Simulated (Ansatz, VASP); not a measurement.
# One calculation of SiC, two programs

File POSCAR:

```
SiC
1.0
    2.8906833055      0.0000000000      0.0000000000
   -1.4453416527      2.5034051769      0.0000000000
    0.0000000000      0.0000000000      5.0481668544
Si C
2 2
Direct
    0.3333333333      0.6666666667      0.0046028828
    0.6666666667      0.3333333333      0.5046028828
    0.3333333333      0.6666666667      0.3803971172
    0.6666666667      0.3333333333      0.8803971172
```

Contents of INCAR.step1:

```
SYSTEM = SiC
  PREC = Accurate
  ENCUT = 520
  ISMEAR = 0
  SIGMA = 0.05
  LREAL = .FALSE.
  LASPH = .TRUE.
  NELM = 80
  NBANDS = 16
  GGA = PE
  ALGO = Normal
  EDIFF = 1E-4
  LWAVE = .TRUE.
  LCHARG = .FALSE.
```

File INCAR.step2:

```
SYSTEM = SiC
  PREC = Accurate
  ENCUT = 520
  EDIFF = 1E-6
  ISMEAR = 0
  SIGMA = 0.05
  LREAL = .FALSE.
  LASPH = .TRUE.
  NELM = 80
  ALGO = Normal
  ISIF = 2
  LWAVE = .FALSE.
  LCHARG = .TRUE.
  METAGGA = R2SCAN
  LMIXTAU = .TRUE.
  LELF = .TRUE.
  LVHAR = .TRUE.
  NBANDS = 16
  ISTART = 1
```

The input KPOINTS:

```
Automatic mesh
0
G
  12 12 6
  0 0 0
```

Input for Ansatz:

```yaml
crystal:
  lattice:
    - [2.8906833055, 0.0, 0.0]
    - [-1.4453416527, 2.5034051769, 0.0]
    - [0.0, 0.0, 5.0481668544]
  atoms:
    - { symbol: Si, position: [0.3333333333, 0.6666666667, 0.0046028828] }
    - { symbol: Si, position: [0.6666666667, 0.3333333333, 0.5046028828] }
    - { symbol: C, position: [0.3333333333, 0.6666666667, 0.3803971172] }
    - { symbol: C, position: [0.6666666667, 0.3333333333, 0.8803971172] }
basis:
  ecutwfc: 500
kpoints:
  mp_grid: { grid: [12, 12, 6] }
hamiltonian:
  xc: r2scan
scf:
  occupations: { method: gaussian, width: 0.05 }
output:
  forces: true
  stress: true
  eigenvalues: true
```

Change from the starting cell: strain -0.0600 x Voigt [1, 1, 0, 0, 0, 0], atoms carried along.

Alike in both runs: task single point; functional r2SCAN; k mesh 12 × 12 × 6; occupations gaussian, width 0.05 eV; no spin polarisation.

|  | VASP | Ansatz |
| --- | --- | --- |
| version | VASP 6.6.1 | Ansatz 0.2.0 |
| potentials or method | VASP PAW PBE potentials, release 64 (Si, C) | scalar-relativistic, plane waves, PAW |
| plane-wave cutoff (eV) | 520 | 500 |
| valence electrons in the cell | 16 | 16 |

Ansatz gave:

```
gap on the k mesh at the Fermi level (eV)       : 2.16
least direct gap on the mesh (eV)               : 5.25
pressure (GPa)                                  : 37.6
largest component of the traceless stress (GPa) : 31.99
rms of the force components (eV/Å)              : 0.521
```

Question: Which values does VASP return?

Answer: gap on the k mesh at the Fermi level (eV): 2.16; least direct gap on the mesh (eV): 5.26; pressure (GPa): 37.3; largest component of the traceless stress (GPa): 32.13; rms of the force components (eV/Å): 0.515.

Atom by atom the forces differ by 0.006 eV/Å (rms over components).

Caveats: so large a pressure means that the cell lies far from this level's equilibrium, or that cutoff or potentials fall short (VASP); the potentials were made for another functional, which shifts forces and pressure (VASP). A k mesh can miss the band edges.
